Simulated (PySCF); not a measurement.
TePb:

```xyz
2
Lattice="0.0000 3.2310 3.2310 3.2310 0.0000 3.2310 3.2310 3.2310 0.0000" Properties=species:S:1:pos:R:3 pbc="T T T"
Pb    0.0000    0.0000    0.0000
Te    3.2310    3.2310    3.2310
```

Base run:

- Program: PySCF 2.14.0
- Functional: PBE
- Potentials or basis: DZVP-MOLOPT-SR/GTH-PBE (potentials made for PBE)
- k mesh: 6 × 6 × 6
- Occupations: fermi-dirac, width 0.05 eV
- Spin: no spin polarisation

Its results: band gap on the k mesh 0.72 eV, direct.

The run is repeated on the same cell with these changes: functional from PBE to r2SCAN. What comes out?

Band gap on the k mesh 0.88 eV, direct.

r2SCAN gives the wider gap, since meta-GGAs in the generalised Kohn-Sham scheme recover part of the derivative discontinuity.

Caveats: spin-orbit coupling is left out, which as a rule narrows the gap of such compounds by several tenths of an eV; the basis of atomic orbitals isn't converged, which shifts pressures, moduli and gaps; meta-GGAs need a finer uniform grid than this (some runs).
